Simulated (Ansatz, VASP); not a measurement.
**Two plane-wave programs on Fe**

```
Fe
1.0
    -1.41578    1.41578    1.41578
     1.41578   -1.41578    1.41578
     1.41578    1.41578   -1.41578
Fe
1
Direct
  0.00000 0.00000 0.00000
```

Alike in both runs: functional PBE; k mesh 20 × 20 × 20; occupations gaussian, width 0.1 eV; collinear spin.

Ansatz relaxed the structure, and its values are those at the end. VASP's run is a single point on that final structure, the one shown.

|  | VASP | Ansatz |
| --- | --- | --- |
| version | VASP 6.6.1 | Ansatz 0.2.0 |
| potentials or method | VASP PAW PBE potentials, release 64 (Fe) | scalar-relativistic, plane waves, PAW |
| plane-wave cutoff (eV) | 520 | 520 |
| valence electrons in the cell | 8 | 16 |

|  | VASP | Ansatz | Ansatz less VASP |
| --- | --- | --- | --- |
| gap on the k mesh at the Fermi level (eV) | none | none | - |
| pressure (GPa) | -0.1 | 0.0 | +0.15 |
| net moment per atom (μB) | 2.19 | 2.17 | -0.026 |
| size of the moment on the site where the two differ most (μB) | 2.19 | 2.22 | +0.024 |

Site moments also hang on the region over which each program counts them. A gap of «none» marks a metal or a gap that the smearing closes. With one functional, cell and mesh, what is left measures potentials, basis and numerics. The two sets of potentials don't hold the same shells in valence.
